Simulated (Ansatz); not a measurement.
Wanted: the native input for an Ansatz 0.2.0 run.

```yaml
Task: relaxation of the atoms
Functional: PBEsol-PBE
Potentials_or_basis: all-electron LAPW, relativistic spinors
Basis_error_allowed: 0.0005 eV/atom
k_mesh: 8 × 8 × 6
Occupations: fermi-dirac, width 0.01 eV
Spin: spin-orbit coupling, no magnetisation
```

Crystal: HfB2.

```xyz
3
Lattice="3.1236 -0.0133 0.0169 -1.5733 2.7134 -0.0762 0.0187 -0.0867 3.5169" Properties=species:S:1:pos:R:3 pbc="T T T"
Hf    0.0000    0.0000    0.0000
B     1.5673    0.8522    1.7443
B     0.0017    1.7611    1.7133
```

The cell isn't the ideal one: cell strained at random.

These files were run (other wordings do the same):

input.yaml

```yaml
crystal:
  lattice:
    - [3.123628, -0.013317, 0.016915]
    - [-1.573346, 2.713359, -0.076209]
    - [0.018747, -0.086704, 3.516881]
  atoms:
    - { symbol: Hf, position: [0.0, 0.0, 0.0] }
    - { symbol: B, position: [0.6666666667, 0.3333333333, 0.5] }
    - { symbol: B, position: [0.3333333333, 0.6666666667, 0.5] }
kpoints:
  mp_grid: { grid: [8, 8, 6] }
scf:
  occupations: { method: fermi_dirac, width: 0.01 }
hamiltonian:
  xc: { exchange: pbesol, correlation: pbe }
  pseudopotentials: { kind: all_electron, lapw: { basis_error: 0.0005 } }
magnetization:
  noncollinear: true
  spin_orbit: true
output:
  forces: true
  stress: true
relax:
  f_tol: 0.02
  max_steps: 60
```

Potentials or basis: all-electron LAPW, relativistic spinors.

Command:

```bash
$ ansatz run input.yaml --threads 2 --pin off --max-ram 6144MiB --backend cpu --events-out ev --progress --plain --runs-dir out
```

Results of the run:

```
Energy gained by relaxing    : 0.0 meV/atom
Ionic steps                  : 2
Pressure after relaxing      : -4.5 GPa
Largest force after relaxing : 0.019 eV/Å
```

Wall time 6.2 min on 2 threads of Arm Neoverse V2 (shared host), peak memory 1.5 GiB.
